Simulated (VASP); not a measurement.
# PtSe2 in VASP: relaxation of cell and atoms with PBE+D3(BJ)

Aim: the relaxation of cell and atoms of PtSe2 with PBE+D3(BJ).

All numbers are computed with VASP 6.6.1; they aren't measurements. Logs are shortened: lines on timing, memory, paths and dates and some standing lists are left out, and cuts for length are marked.

**1. Starting point**

The cell holds a sheet with vacuum, 3 atoms: a = 3.730 Å, b = 3.730 Å, c = 18.620 Å, α = 90.00°, β = 90.00°, γ = 120.00°.

The cell was built by a generator and needn't be a form met in nature.

**2. Relaxation of cell and atoms, PBE+D3(BJ)**

Input file INCAR:

```
PREC = Accurate
ENCUT = 600
EDIFF = 1E-7
ISMEAR = 0
SIGMA = 0.03
LREAL = False
LASPH = True
NELM = 120
ALGO = Normal
ISIF = 3
LWAVE = False
LCHARG = False
GGA = PE
IVDW = 12
IBRION = 2
NSW = 60
EDIFFG = -0.005
LATTICE_CONSTRAINTS = .TRUE. .TRUE. .FALSE.
KPAR = 4
```

Input file KPOINTS:

```
regular mesh
0
Gamma
  12 12 1
```

Input file POSCAR:

```
PtSe2
1.0
    3.7300000000      0.0000000000      0.0000000000
   -1.8650000000      3.2302747600      0.0000000000
    0.0000000000      0.0000000000     18.6200000000
Se Pt
2 1
Direct
    0.3333330000      0.6666670000      0.4296455400
    0.6666670000      0.3333330000      0.5703544600
    0.0000000000      0.0000000000      0.5000000000
```

Potentials or basis: VASP PAW PBE potentials, release 64 (Se, Pt).

Run with:

```sh
$ cat potpaw_PBE.64/Se/POTCAR potpaw_PBE.64/Pt/POTCAR > POTCAR
$ mpirun -np 4 vasp_std > vasp.out
```

OUTCAR:

```text
PREC = Accurate
   ENCUT = 600
   EDIFF = 1E-7
   ISMEAR = 0
   LREAL = False
   LASPH = True
   NELM = 120
   ISIF = 3
   GGA = PE
   IVDW = 12
   IBRION = 2
   NSW = 60
   EDIFFG = -0.005
 IVDW          = 12

 ion  position               nearest neighbor table
   1  0.333  0.667  0.430-   3 2.52   3 2.52   3 2.52
   2  0.667  0.333  0.570-   3 2.52   3 2.52   3 2.52
   3  0.000  0.000  0.500-   1 2.52   2 2.52   2 2.52   1 2.52   2 2.52   1 2.52

  LATTYP: Found a hexagonal cell.
 ALAT       =     3.7300000000
 C/A-ratio  =     4.9919571046

  Lattice vectors:

 A1 = (   3.7300000000,   0.0000000000,   0.0000000000)
 A2 = (  -1.8650000000,   3.2302747600,   0.0000000000)
 A3 = (   0.0000000000,   0.0000000000,  18.6200000000)

Analysis of symmetry for initial positions (statically):
=====================================================================
 Subroutine PRICEL returns:
 Original cell was already a primitive cell.

 Routine SETGRP: Setting up the symmetry group for a
 hexagonal supercell.

 Subroutine GETGRP returns: Found 12 space group operations
 (whereof 12 operations were pure point group operations)
 out of a pool of 24 trial point group operations.

The static configuration has the point symmetry D_3d.

Analysis of symmetry for dynamics (positions and initial velocities):
=====================================================================
 Subroutine PRICEL returns:
 Original cell was already a primitive cell.

 Routine SETGRP: Setting up the symmetry group for a
 hexagonal supercell.

 Subroutine GETGRP returns: Found 12 space group operations
 (whereof 12 operations were pure point group operations)
 out of a pool of 24 trial point group operations.

The dynamic configuration has the point symmetry D_3d.

 Subroutine INISYM returns: Found 12 space group operations
 (whereof 12 operations are pure point group operations),
 and found     1 'primitive' translations

----------------------------------------------------------------------------------------

                                     Primitive cell

  volume of cell :     224.3510

  direct lattice vectors                    reciprocal lattice vectors
     3.730000000  0.000000000  0.000000000     0.268096515  0.154785595  0.000000000
    -1.865000000  3.230274760  0.000000000     0.000000000  0.309571190  0.000000000
     0.000000000  0.000000000 18.620000000     0.000000000  0.000000000  0.053705693

  length of vectors
     3.730000000  3.730000003 18.620000000     0.309571190  0.309571190  0.053705693

  position of ions in fractional coordinates (direct lattice)
     0.333333000  0.666667000  0.429645540
     0.666667000  0.333333000  0.570354460
     0.000000000  0.000000000  0.500000000

  ion indices of the primitive-cell ions
   primitive index   ion index
                 1           1
                 2           2
                 3           3

----------------------------------------------------------------------------------------

 KPOINTS: regular mesh

Automatic generation of k-mesh.
 Grid dimensions read from file:
 generate k-points for:   12   12    1

 Generating k-lattice:

  Cartesian coordinates                     Fractional coordinates (reciprocal lattice)
     0.022341376  0.012898800  0.000000000     0.083333333  0.000000000  0.000000000
     0.000000000  0.025797599  0.000000000     0.000000000  0.083333333  0.000000000
     0.000000000  0.000000000  0.053705693     0.000000000  0.000000000  1.000000000

  Length of vectors
     0.025797599  0.025797599  0.053705693

  Shift w.r.t. Gamma in fractional coordinates (k-lattice)
     0.000000000  0.000000000  0.000000000

 Subroutine IBZKPT returns following result:
 ===========================================

 Found     19 irreducible k-points:

 Following reciprocal coordinates:
            Coordinates               Weight
  0.000000  0.000000  0.000000      1.000000
  0.083333  0.000000  0.000000      6.000000
  0.166667 -0.000000  0.000000      6.000000
  0.250000  0.000000  0.000000      6.000000
  0.333333 -0.000000  0.000000      6.000000
  0.416667 -0.000000  0.000000      6.000000
[... 11 lines left out ...]
  0.333333  0.250000  0.000000     12.000000
  0.333333  0.333333  0.000000      2.000000
   k-points           NKPTS =     19   k-points in BZ     NKDIM =     19   number of bands    NBANDS=     15
   number of dos      NEDOS =    301   number of ions     NIONS =      3
   total plane-waves  NPLWV = 135000
   dimension x,y,z NGX =    30 NGY =   30 NGZ =  150
   dimension x,y,z NGXF=    60 NGYF=   60 NGZF=  300
   ions per type =               2   1
   NGX,Y,Z   is equivalent  to a cutoff of  13.37, 13.37, 13.39 a.u.
   NGXF,Y,Z  is equivalent  to a cutoff of  26.74, 26.74, 26.79 a.u.
 SYSTEM =  unknown system
   PREC   = accura    normal or accurate (medium, high low for compatibility)
   ISTART =      0    job   : 0-new  1-cont  2-samecut
   ICHARG =      2    charge: 1-file 2-atom 10-const
   ISPIN  =      1    spin polarized calculation?
   LNONCOLLINEAR =      F non collinear calculations
   LSORBIT =      F    spin-orbit coupling
   LASPH  =      T    aspherical Exc in radial PAW
   ENCUT  =  600.0 eV  44.10 Ry    6.64 a.u.   7.45  7.45 37.19*2*pi/ulx,y,z
   NELM   =    120;   NELMIN=  2; NELMDL= -5     # of ELM steps
   EDIFF  = 0.1E-06   stopping-criterion for ELM
   LREAL  =      F    real-space projection
   EDIFFG = -.5E-02   stopping-criterion for IOM
   NSW    =     60    number of steps for IOM
   IBRION =      2    ionic relax: 0-MD 1-quasi-New 2-CG
   NFREE  =      1    steps in history (QN), initial steepest desc. (CG)
   ISIF   =      3    stress and relaxation
   ISYM   =      2    0-nonsym 1-usesym 2-fastsym
   POTIM  = 0.5000    time-step for ionic-motion
   TEBEG  =    0.0;   TEEND  =   0.0 temperature during run
   PSTRESS=    0.0 pullay stress
   NELECT =      22.0000    total number of electrons
   NUPDOWN=      -1.0000    fix difference up-down
   EMIN   =  10.00;   EMAX   =-10.00  energy-range for DOS
   EFERMI =   0.00;   METHOD = LEGACY
   ISMEAR =     0;   SIGMA  =   0.03  broadening in eV -4-tet -1-fermi 0-gaus
   EFERMI_NEDOS =   21; number of points for ismear=-14 and -15
   IALGO  =     38    algorithm
   IMIX   =      4    mixing-type and parameters
     AMIX     =   0.40;   BMIX     =  1.00
     AMIX_MAG =   1.60;   BMIX_MAG =  1.00
  volume/ion in A,a.u.               =      74.78       504.67
  Fermi-wavevector in a.u.,A,eV,Ry     =   0.754930  1.426610  7.754213  0.569919
  Thomas-Fermi vector in A             =   1.852709
   LORBIT       =      0    0 simple, 1 ext, 2 COOP (PROOUT), +10 PAW based schemes
   GGA     = PE    functional components
   LHFCALC =     F    Hartree Fock is set to
   AEXX    =    0.0000 exact exchange contribution
   IVDW    =    12    specifies the selected vdW correction
   LEPSILON=     F    determine dielectric tensor
   LRPA    =     F    only Hartree local field effects (RPA)
 conjugate gradient relaxation of ions
 non-spin polarized calculation
 Gauss-broadening in eV      SIGMA  =   0.03
  energy-cutoff  :      600.00
  volume of cell :      224.35
 maximum number of plane-waves:      7529
 NGX is ok and might be reduce to    30
   NGX = 15   NGY = 15   NGZ = 75

--------------------------------------- Ionic step        1  -------------------------------------------

 number of electron      22.0000000 magnetization

 Free energy of the ion-electron system (eV)
  ---------------------------------------------------
  ext. energy  EPLUGINS =         0.00000000
  ---------------------------------------------------
  free energy    TOTEN  =       -14.29402686 eV

  energy without entropy =      -14.29402686  energy(sigma->0) =      -14.29402686

------------------------ aborting loop because EDIFF is reached ----------------------------------------

 Edisp (eV)   -0.88798

 E8    (eV) :    -0.4074

  FORCE on cell =-STRESS in cart. coord.  units (eV):
  Direction    XX          YY          ZZ          XY          YZ          ZX
  --------------------------------------------------------------------------------------
  -------------------------------------------------------------------------------------
  Total      -0.40574    -0.40574     0.03562    -0.00000     0.00000     0.00000
  in kB      -2.89752    -2.89752     0.25435    -0.00000     0.00000     0.00000
  external pressure =       -1.85 kB  Pullay stress =        0.00 kB

 VOLUME and BASIS-vectors are now :
 -----------------------------------------------------------------------------
  energy-cutoff  :      600.00
  volume of cell :      224.35
      direct lattice vectors                 reciprocal lattice vectors
     3.730000000  0.000000000  0.000000000     0.268096515  0.154785595  0.000000000
    -1.865000000  3.230274760  0.000000000     0.000000000  0.309571190  0.000000000
     0.000000000  0.000000000 18.620000000     0.000000000  0.000000000  0.053705693
[... 165 lines left out ...]
 POSITION                                       TOTAL-FORCE (eV/Angst)
 -----------------------------------------------------------------------------------
     -0.00000      2.13851      7.98239        -0.000000      0.000000      0.017499
      1.85200      1.06925     10.63761         0.000000      0.000000     -0.017499
      0.00000      0.00000      9.31000        -0.000000      0.000000      0.000000
 -----------------------------------------------------------------------------------
    total drift:                               -0.000000     -0.000000      0.000000

  FREE ENERGIE OF THE ION-ELECTRON SYSTEM (eV)
  ---------------------------------------------------
  free  energy   TOTEN  =       -15.1848328355 eV

  energy  without entropy=      -15.1848328355  energy(sigma->0) =      -15.18483284

--------------------------------------- Ionic step        6  -------------------------------------------

 number of electron      21.9999998 magnetization

 Free energy of the ion-electron system (eV)
  ---------------------------------------------------
  ext. energy  EPLUGINS =         0.00000000
  ---------------------------------------------------
  free energy    TOTEN  =       -14.28715182 eV

  energy without entropy =      -14.28715182  energy(sigma->0) =      -14.28715182

 E-fermi :  -2.4058     XC(G=0):  -3.6340

 val. band max:       -2.6008885277   @ k =   0.0833   0.0000   0.0000
 cond. band min:      -1.2330225853   @ k =   0.2500   0.0000   0.0000
 fundamental gap:      1.3678659424
 Fermi energy:        -2.4057511417

 k-point     1 :       0.0000    0.0000    0.0000
  band No.  band energies     occupation
      1     -16.6528      2.00000
      2     -14.8881      2.00000
      3      -7.7604      2.00000
      4      -7.7002      2.00000
      5      -7.7002      2.00000
      6      -5.4871      2.00000
      7      -5.4871      2.00000
      8      -3.9125      2.00000
      9      -3.2835      2.00000
     10      -2.6045      2.00000
     11      -2.6045      2.00000
     12       0.3546      0.00000
     13       0.3546      0.00000
     14       1.8956      0.00000
     15       2.6383      0.00000
[... 348 lines left out ...]
 POSITION                                       TOTAL-FORCE (eV/Angst)
 -----------------------------------------------------------------------------------
     -0.00000      2.13967      7.98513        -0.000000     -0.000000     -0.001405
      1.85301      1.06983     10.63487         0.000000      0.000000      0.001405
      0.00000      0.00000      9.31000        -0.000000      0.000000      0.000000
 -----------------------------------------------------------------------------------
    total drift:                                0.000000      0.000000      0.000000

  FREE ENERGIE OF THE ION-ELECTRON SYSTEM (eV)
  ---------------------------------------------------
  free  energy   TOTEN  =       -15.1848861275 eV

  energy  without entropy=      -15.1848861275  energy(sigma->0) =      -15.18488613

 reached required accuracy - stopping structural energy minimisation
```

Run time: 2.2 min. Hardware: 4 MPI ranks of Intel Xeon 6975P-C (Granite Rapids), shared host; peak memory 0.46 GiB.

What came out:

```yaml
Free_energy: -15.1849 eV
Relaxed_volume: 73.83 Å³/atom
Relaxed_cell: a = 3.706 Å, b = 3.706 Å, c = 18.620 Å, α = 90.00°, β = 90.00°, γ = 120.00°
Space_group_after_relaxing_to_0.05_Å: P-3m1 (No. 164)
Energy_gained_by_relaxing: 1.0 meV/atom
Ionic_steps: 6
Band_gap_on_the_k_mesh: 1.37 eV, indirect (least direct gap 1.67 eV)
Dispersion_energy_per_atom: -0.299 eV
```

Step by step:
```tsv
step	energy change (eV)	largest force (eV/Å)	pressure (GPa)	volume (Å³)
1	0.0000	0.0181	-0.18	224.35
2	-0.0005	0.1705	0.28	221.43
3	-0.0015	0.1008	0.07	222.74
4	-0.0022	0.0691	0.05	222.34
5	-0.0028	0.0175	-0.01	221.23
6	-0.0029	0.0014	0.00	221.48
```

Final structure:
```yaml
crystal:
  lattice:
    - [3.70602, 0.00000, 0.00000]
    - [-1.85301, 3.20951, 0.00000]
    - [0.00000, 0.00000, 18.62000]
  atoms:
    - { symbol: Se, position: [0.33333, 0.66667, 0.42885] }
    - { symbol: Se, position: [0.66667, 0.33333, 0.57115] }
    - { symbol: Pt, position: [0.00000, 0.00000, 0.50000] }
```

Caveat: spin-orbit coupling is left out, which moves the levels of the heavy elements. A hybrid or GW would open this gap; PBE tends to underestimate it.
